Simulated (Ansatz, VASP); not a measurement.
# One calculation of FeSi2, two programs

Contents of INCAR:

```
  PREC = Accurate
  ENCUT = 600
  EDIFF = 1E-7
  ISMEAR = 0
  SIGMA = 0.1
  LREAL = F
  LASPH = T
  NELM = 100
  ALGO = Normal
  ISIF = 3
  LWAVE = F
  LCHARG = F
  GGA = PS
  IBRION = 2
  NSW = 100
  EDIFFG = -0.005
```

KPOINTS

```
Automatic mesh
0
Gamma
  16 16 8
```

File POSCAR:

```
FeSi2
1.0
    2.6840000000      0.0000000000      0.0000000000
    0.0000000000      2.6840000000      0.0000000000
    0.0000000000      0.0000000000      5.1280000000
Fe Si
1 2
Direct
    0.0000000000      0.0000000000      0.0000000000
    0.5000000000      0.5000000000      0.2700000000
    0.5000000000      0.5000000000      0.7300000000
```

Input for Ansatz:

```yaml
crystal:
  lattice:
    - [2.684, 0.0, 0.0]
    - [0.0, 2.684, 0.0]
    - [0.0, 0.0, 5.128]
  atoms:
    - { symbol: Fe, position: [0.0, 0.0, 0.0] }
    - { symbol: Si, position: [0.5, 0.5, 0.27] }
    - { symbol: Si, position: [0.5, 0.5, 0.73] }
basis:
  ecutwfc: 420
kpoints:
  mp_grid: { grid: [16, 16, 8] }
hamiltonian:
  xc: pbesol
scf:
  occupations: { method: gaussian, width: 0.1 }
output:
  forces: true
  stress: true
  eigenvalues: true
relax:
  adjacent_minimum: "off"
  f_tol: 0.005
  max_steps: 80
  cell: { stress_tol: 0.05 }
```

Alike in both runs: task relaxation of cell and atoms; functional PBEsol; k mesh 16 × 16 × 8; occupations gaussian, width 0.1 eV; no spin polarisation.

|  | VASP | Ansatz |
| --- | --- | --- |
| version | VASP 6.6.1 | Ansatz 0.2.0 |
| potentials or method | VASP PAW PBE potentials, release 64 (Fe, Si) | scalar-relativistic, plane waves, PAW |
| plane-wave cutoff (eV) | 600 | 420 |
| valence electrons in the cell | 16 | 24 |

|  | VASP | Ansatz | Ansatz less VASP |
| --- | --- | --- | --- |
| gap on the k mesh at the Fermi level, each at its own relaxed structure (eV) | none | none | - |
| relaxed volume (Å³/atom) | 12.21 | 12.19 | -0.021 |
| relaxed cell length with the largest relative difference (Å) | 5.110 | 5.106 | -0.0038 |
| energy change over the relaxation (meV/atom) | -1 | -2 | -0.2 |

A gap of «none» marks a metal or a gap that the smearing closes. The two sets of potentials don't hold the same shells in valence.

Caveats: the PAW data sets were made with another functional, which shifts forces and pressure a little (VASP). Spin polarisation is off, so any magnetic state and its effect on volume and gap are missing.
